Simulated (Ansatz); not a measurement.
Write a Python script for the Ansatz DFT code, driven from Python that makes a calculation of the elastic constants of Si, space group Fm-3m. Settings (first run): PBE, PAW, cutoff 517 eV, 22×22×22 k-points, Fermi-Dirac smearing of 0.15 eV.

```yaml
crystal:
  lattice:
    - [0.00000, 1.67000, 1.67000]
    - [1.67000, 0.00000, 1.67000]
    - [1.67000, 1.67000, 0.00000]
  atoms:
    - { symbol: Si, position: [0.00000, 0.00000, 0.00000] }
```

`si_elastic.py`:
```python
"""Stiffness tensor and moduli of Si."""

from dataclasses import replace
import logging
import sys

import ansatz as az
import numpy as np

logging.basicConfig(stream=sys.stdout, format="%(levelname)s:%(name)s:%(message)s")
logger = logging.getLogger("run")
logger.setLevel(logging.INFO)


def main() -> None:
    vectors = np.array([
        [0.0, 1.67, 1.67],
        [1.67, 0.0, 1.67],
        [1.67, 1.67, 0.0],
    ])
    xtal = az.Lattice.of(vectors).atom("Si", [0.0, 0.0, 0.0])

    calculation = (
        xtal.calculation()
        .basis(38 * az.Ry)
        .occupations(az.OccupationsMethod.FERMI_DIRAC, width=0.15)
        .functional(az.Functional.PBE)
        .kpoints(22, 22, 22)  # sampling of the Brillouin zone
    )
    # first bring the cell to zero stress
    rest = calculation.relax(cell=True).run(threads=1, pin="off").lattice
    relaxed = az.Crystal(lattice=az.Lattice.of(rest.cell_ang))
    for site in rest.sites:
        relaxed = relaxed.atom(site.symbol, site.position_frac)
    calculation = replace(calculation, crystal=relaxed)
    logger.info("relaxed volume {:.3f} A^3".format(abs(np.linalg.det(rest.cell_ang))))
    result = calculation.elastic(az.ElasticMode.CLAMPED_ION).run(threads=1, pin="off")
    elastic = result.elastic

    C = np.asarray(elastic.c_gpa)
    for i in range(6):
        for j in range(i, 6):
            if abs(C[i, j]) > 0.05:
                logger.info(f"C{i + 1}{j + 1} = {C[i, j]:.1f} GPa")
    print("smallest eigenvalue of C:", round(elastic.stability.min_eigenvalue_gpa, 1), "GPa; tensor positive definite:", elastic.stability.min_eigenvalue_gpa > 0)
    # averaged moduli need a positive definite tensor
    if elastic.stability.min_eigenvalue_gpa > 0:
        m = elastic.moduli
        logger.info(f"K = {m.k_hill_gpa:.1f}, G = {m.g_hill_gpa:.1f}, E = {m.youngs_gpa:.1f} GPa, Poisson ratio {m.poisson:.3f}, K/G = {m.k_hill_gpa / m.g_hill_gpa:.2f}")
        S = np.linalg.inv(elastic.c_gpa)
        print("Young modulus along x, y, z (GPa):", np.round(1 / np.diag(S)[:3], 1))
        print("linear compressibility along x, y, z (1/TPa):", np.round(1000 * S[:3, :3].sum(axis=1), 2))


if __name__ == "__main__":
    main()
```

`python si_elastic.py` gives:
```text
INFO:run:relaxed volume 14.483 A^3
INFO:run:C11 = 74.1 GPa
INFO:run:C12 = 86.4 GPa
INFO:run:C13 = 86.4 GPa
INFO:run:C22 = 74.1 GPa
INFO:run:C23 = 86.4 GPa
INFO:run:C33 = 74.1 GPa
INFO:run:C44 = 6.0 GPa
INFO:run:C55 = 6.0 GPa
INFO:run:C66 = 6.0 GPa
smallest eigenvalue of C: -12.3 GPa; tensor positive definite: False
```

Reading the output:
- A Fermi-Dirac width this large means warm electrons, whose thermal share enters the free energy.
- A cell that swells this much on relaxing started as a compressed, perhaps high-pressure structure.
- This isn't the structure that Si takes at ambient conditions.
- Shear constants of a metal converge slowly with the k-point mesh and can be wrong in sign on a coarse one; the constants belong to the cell that was strained.
- Finished in 72 s on 1 thread of Arm Neoverse V2, with other jobs on the host, peak memory 0.62 GiB.

(A comment or docstring line of the script was reworded after the run, the code is as it ran.)
